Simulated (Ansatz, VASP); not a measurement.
**Two plane-wave programs on GaP**

INCAR

```
SYSTEM = GaP
PREC     = Accurate       ! precision mode
ENCUT    = 600            ! plane-wave cutoff, eV
EDIFF    = 1E-6           ! SCF threshold, eV
ISMEAR   = -1             ! smearing method
SIGMA    = 0.05           ! smearing width, eV
LREAL    = .False.        ! projectors in reciprocal space
LASPH    = .True.         ! aspherical terms in the spheres
NELM     = 100            ! most SCF steps
ALGO     = Normal         ! electronic algorithm
ISIF     = 3              ! what is computed and relaxed
LWAVE    = .False.        ! write WAVECAR
LCHARG   = .False.        ! write CHGCAR
LNONCOLLINEAR= .True.         ! non-collinear magnetism
MAGMOM   = 0 0 0 0 0 0    ! initial moments
LORBIT   = 11             ! projections on sites
LSORBIT  = .True.         ! spin-orbit coupling
GGA_COMPAT= .False.      
GGA      = PS             ! functional
IBRION   = 2              ! ionic algorithm
NSW      = 40             ! ionic steps
EDIFFG   = -0.01          ! ionic threshold
```

The input KPOINTS:

```
regular mesh
0
Gamma
  6 6 6
  0 0 0
```

Contents of POSCAR:

```
GaP
1.0
    0.0000000000      2.7252500000      2.7252500000
    2.7252500000      0.0000000000      2.7252500000
    2.7252500000      2.7252500000      0.0000000000
Ga P
1 1
Direct
    0.0000000000      0.0000000000      0.0000000000
    0.7500000000      0.7500000000      0.7500000000
```

The input input.yaml:

```yaml
crystal:
  lattice:
    - [0.0, 2.72525, 2.72525]
    - [2.72525, 0.0, 2.72525]
    - [2.72525, 2.72525, 0.0]
  atoms:
    - { symbol: Ga, position: [0.0, 0.0, 0.0] }
    - { symbol: P, position: [0.75, 0.75, 0.75] }
hamiltonian:
  xc: pbesol
  pseudopotentials: { kind: paw_fr }
magnetization:
  noncollinear: true
  spin_orbit: true
kpoints:
  mp_grid: { grid: [6, 6, 6] }
scf:
  occupations: { method: fermi_dirac, width: 0.05 }
output:
  forces: true
  stress: true
  eigenvalues: true
relax:
  f_tol: 0.01
  max_steps: 40
  cell: { stress_tol: 0.05 }
```

Alike in both runs: task relaxation of cell and atoms; functional PBEsol; k mesh 6 × 6 × 6; occupations fermi-dirac, width 0.05 eV; spin-orbit coupling, no magnetisation.

|  | VASP | Ansatz |
| --- | --- | --- |
| version | VASP 6.6.1 | Ansatz 0.2.0 |
| potentials or method | VASP PAW PBE potentials, release 64 (Ga_d, P) | Ansatz PAW |
| plane-wave cutoff (eV) | 600 | 420 |
| valence electrons in the cell | 18 | 18 |

VASP gave:

* gap on the k mesh at the Fermi level, each at its own relaxed structure (eV): 1.47
* relaxed volume (Å³/atom): 20.09
* relaxed cell length with the largest relative difference (Å): 3.845

Question: Estimate Ansatz's values.

Answer: gap on the k mesh at the Fermi level, each at its own relaxed structure (eV): 1.47; relaxed volume (Å³/atom): 20.11; relaxed cell length with the largest relative difference (Å): 3.846.

Caveats: the PAW data sets were made with another functional, which shifts forces and pressure a little (VASP); the plane-wave basis is chosen anew once the cell has moved, so the energies of steps on either side of that aren't comparable (Ansatz); the PAW data sets come from PBE, with cores solved anew for the run's functional, which leaves a small shift of forces and pressure (Ansatz).
